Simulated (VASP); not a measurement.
Runs of VASP 6.6.1 on InGa3N. Symmetry: Pm-3m, No. 221, cubic system. Conventional cell: a = 4.460 Å, b = 4.460 Å, c = 4.460 Å, α = 90.00°, β = 90.00°, γ = 90.00°. In (site symmetry m-3m) is surrounded by 12 Ga at 3.15 Å. Ga (site symmetry 4/mmm) is surrounded by 2 N at 2.23 Å. Around N (site symmetry m-3m) lie 6 Ga at 2.23 Å. The cell comes from a database or a generator and needn't be the stable form of this composition.

```csv
task,cell,cutoff (eV),smearing,gap on the mesh (eV),pressure (GPa),relaxed volume (Å³/atom)
single point,cell and atoms relaxed tightly for response,520,fermi-dirac 0.15 eV,none,0.2,-
single point,"Pm-3m, 17.74 Å³/atom",520,fermi-dirac 0.15 eV,none,0.2,-
relaxation of cell and atoms,relaxed from: cell and atoms relaxed tightly for response,600,fermi-dirac 0.15 eV,none,0.0,17.77
relaxation of cell and atoms,relaxed,600,gaussian 0.1 eV,none,0.0,(a)
single point,"Pm-3m, 17.74 Å³/atom",520,gaussian 0.1 eV,none,0.2,-
```

Alike in all rows: level PBE; potentials or basis VASP PAW PBE potentials, release 64 (In_d, Ga_d, N); no spin polarisation; k mesh 8 × 8 × 8.

Problem. Fill in the values left out.

Solution. (a) 17.78.

A k mesh can miss the band edges, and the runs leave out spin-orbit coupling on Ga, In.

A gap of «none» marks a metal or a gap under the smearing width.
